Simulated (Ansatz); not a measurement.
AlSb (zinc blende)

```
AlSb
1.0
    0.00000     3.07861     3.07861
    3.07861     0.00000     3.07861
    3.07861     3.07861     0.00000
Sb Al
1 1
Direct
  0.75000   0.75000   0.75000
  0.00000   0.00000   0.00000
```

The volume is varied about the relaxed value V₀ at fixed cell shape. Symmetry pins the atoms to their sites.

Computed with PBEsol (plane waves to 420 eV, PAW, scalar-relativistic; Ansatz, an electronic-structure program). k mesh 13×13×13 (Γ-centred), Fermi-Dirac smearing 0.05 eV. E stands for the smeared free energy. Stress and pressure are positive under compression. AlSb was relaxed with its symmetry unable to fall. Spin-orbit coupling is left out, though Sb is heavy. The PAW data are Ansatz's earlier set. The zero of ΔE is the relaxed starting cell.

| V (Å³/atom) | ΔE (meV/atom) |
|---|---|
| 26.261 | 59.2 |
| 26.844 | 36.5 |
| 27.428 | withheld |
| 28.012 | 8.5 |
| 28.595 | 2.1 |
| 29.179 | 0.0 |
| 29.762 | 1.9 |
| 30.346 | 7.2 |
| 30.929 | 15.8 |
| 31.513 | 27.1 |
| 32.097 | 41.0 |

### Question
Fit a third-order Birch-Murnaghan form (E₀, V₀, B₀, B₀′ free) to the given rows and predict ΔE at V = 27.428.

### Answer
Least squares on the 10 given rows: ΔE = E₀ + (9V₀B₀/16)·y²·[2 + (B₀′ − 4)y], y = (V₀/V)^(2/3) − 1, with V₀ = 29.184 Å³/atom, B₀ = 53.59 GPa (160.2 GPa = 1 eV/Å³; the term in eV is multiplied by 1000), B₀′ = 4.39, E₀ = 0.03 meV/atom; root-mean-square residual 0.02 meV/atom. At 27.428 the fit gives 19.8 meV/atom; the calculation gives 19.8 meV/atom, the same to the digits shown. For the pressure the fit gives 3.81 GPa against the computed 3.82 GPa.

(A scan under strain: stresses follow from slopes of the energy per volume, elastic moduli from its curvatures.)
